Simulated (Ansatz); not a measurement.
Sn: what symmetry allows forces and stress to be

```yaml
crystal:
  lattice:
    - [0.38947, 3.48668, 3.48668]
    - [3.48668, 0.38947, 3.48668]
    - [3.48668, 3.48668, 0.38947]
  atoms:
    - { symbol: Sn, position: [0.49111, 0.49111, 0.49111] }
    - { symbol: Sn, position: [0.75889, 0.75889, 0.75889] }
```

Computed with DFT PBEsol, scalar-relativistic, plane waves, PAW in Ansatz 0.2.0.

Settings: cutoff 420 eV, Γ-centred mesh 12×12×12 on the computed 2-atom cell, Gaussian smearing of 0.10 eV; no spin polarisation.

This distorted cell has space group R-3m, with 12 operations.

Task: Without a calculation: in which directions can each atom feel a force?

Result: A force must be left unchanged by every operation that keeps its atom in place, so it lies in the space that those operations leave fixed. Atoms that the group maps onto each other feel forces of one size.
```
atom site symmetry operations at the site equivalent to atom allowed force (Cartesian)
 Sn1             3m                       6                   1   along (0.58, 0.58, 0.58)
 Sn2             3m                       6                   1   along (0.58, 0.58, 0.58)
```

That leaves 1 independent force component of 6. A relaxation in this cell that keeps the symmetry moves the atoms in these directions alone.

Task: And the stress tensor?

Result: It must be invariant under the point group, which leaves 2 independent components: xx = yy, xx = zz, yy = zz, yz = xz, yz = xy, xz = xy.

Task: Do the computed values obey this?

Result: Yes. Forces (eV/Å):
```
Sn1  0.840  0.840  0.840
Sn2 -0.840 -0.840 -0.840
```

Stress (GPa, compression positive, xx yy zz yz xz xy): 4.37 4.37 4.37 -4.52 -4.52 -4.52. The program imposes the same operations on density, forces and stress, so this confirms the analysis and is no independent test of the calculation.